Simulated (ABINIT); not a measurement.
RbBr:

```
Rb Br
1.0
     0.00000    3.42700    3.42700
     3.42700    0.00000    3.42700
     3.42700    3.42700    0.00000
Rb Br
1 1
Direct
  0.00000 0.00000 0.00000
  0.50000 0.50000 0.50000
```

Base run:

```yaml
Program: ABINIT 10.8.3 (patched build)
Functional: PBEsol
Potentials_or_basis: PseudoDojo NC SR PBEsol v0.4.1 standard
Cutoff: 626 eV
k_mesh: 7 × 7 × 7
Occupations: fermi-dirac, width 0.05 eV
Spin: no spin polarisation
```

Its results: band gap on the k mesh 4.21 eV, direct; pressure -0.1 GPa.

Problem. The run is repeated on the same cell with these changes: functional from PBEsol to LDA; potentials or basis from PseudoDojo NC SR PBEsol v0.4.1 standard to JTH PAW LDA v2.0; cutoff from 626 eV to 435 eV. What comes out?

Solution. Band gap on the k mesh 3.94 eV, direct; pressure -1.1 GPa.
